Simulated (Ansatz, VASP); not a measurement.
One calculation of HfC, two programs

```
Hf C
1.0
     3.34287    0.00000    0.00000
    -1.67143    2.89501    0.00000
     0.00000    0.00000    5.20271
Hf C
2 2
Direct
  0.33333 0.66667 0.25000
  0.66667 0.33333 0.75000
  0.00000 0.00000 0.50000
  0.00000 0.00000 0.00000
```

Alike in both runs: functional LDA; k mesh 9 × 9 × 5; occupations fermi-dirac, width 0.05 eV; no spin polarisation.

|  | VASP | Ansatz |
| --- | --- | --- |
| version | VASP 6.6.1 | Ansatz 0.2.0 |
| potentials or method | VASP PAW LDA potentials, release 64 (Hf_pv, C), cutoff 520 eV | all-electron LAPW, scalar-relativistic |
| task | single point | band structure |

Ansatz gave:

* gap on the k mesh at the Fermi level (eV): none
* pressure (GPa): -12.5
* largest component of the traceless stress (GPa): 2.22

Q: What did VASP give for the same quantities?

A: gap on the k mesh at the Fermi level (eV): none; pressure (GPa): -12.4; largest component of the traceless stress (GPa): 2.21.

A gap of «none» marks a metal or a gap that the smearing closes. Ansatz ran all-electron here, so the differences hold the error of VASP's frozen core and of both bases.

Caveats: spin-orbit coupling is left out, which moves the levels of the heavy elements (Ansatz). Spin-orbit coupling is left out, which matters for the levels of Hf.
